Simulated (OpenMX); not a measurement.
Input of an OpenMX 3.8.5 run:

HfN.dat

```
System.CurrrentDirectory             ./
System.Name                          HfN
DATA.PATH                            ./DFT_DATA13
level.of.stdout                      1
level.of.fileout                     1
Species.Number                       2
<Definition.of.Atomic.Species
  Hf  Hf7.0-s3p2d2f1         Hf_PBE13
  N   N6.0-s2p2d1            N_PBE13
Definition.of.Atomic.Species>

Atoms.Number                         2
Atoms.SpeciesAndCoordinates.Unit     FRAC
<Atoms.SpeciesAndCoordinates
    1  Hf    0.5000000000    0.5000000000    0.5000000000   6.000  6.000
    2  N     0.0000000000    0.0000000000    0.0000000000   2.500  2.500
Atoms.SpeciesAndCoordinates>

Atoms.UnitVectors.Unit               Ang
<Atoms.UnitVectors
     2.8622057106    0.0000000000    0.0000000000
     0.0000000000    2.8622057106    0.0000000000
     0.0000000000    0.0000000000    2.8622057106
Atoms.UnitVectors>

scf.XcType                           GGA-PBE
scf.SpinPolarization                 off
scf.ElectronicTemperature            580.226
scf.energycutoff                     400.0
scf.maxIter                          100
scf.EigenvalueSolver                 band
scf.Kgrid                            7 7 7
scf.Mixing.Type                      rmm-diisk
scf.Init.Mixing.Weight               0.05
scf.Min.Mixing.Weight                0.001
scf.Max.Mixing.Weight                0.3
scf.Mixing.History                   25
scf.Mixing.StartPulay                8
scf.criterion                        1.0e-8
scf.stress.tensor                    on
MD.Type                              nomd
```

Potentials or basis: OpenMX 2013 PBE set, Hf7.0-s3p2d2f1, N6.0-s2p2d1, grid cutoff 400 Ry.

Command:

```console
$ openmx HfN.dat -nt 1 > HfN.std
```

(1) Predict the Mulliken charges.

(2) Predict the band gap on the k mesh.

(3) Predict the pressure.

## Answers

(1) Hf +0.45; N -0.45 e.

(2) none (metal or under the smearing width).

(3) -10.4 GPa.

Caveat: the basis of atomic orbitals isn't converged, which shifts pressures, moduli and gaps.
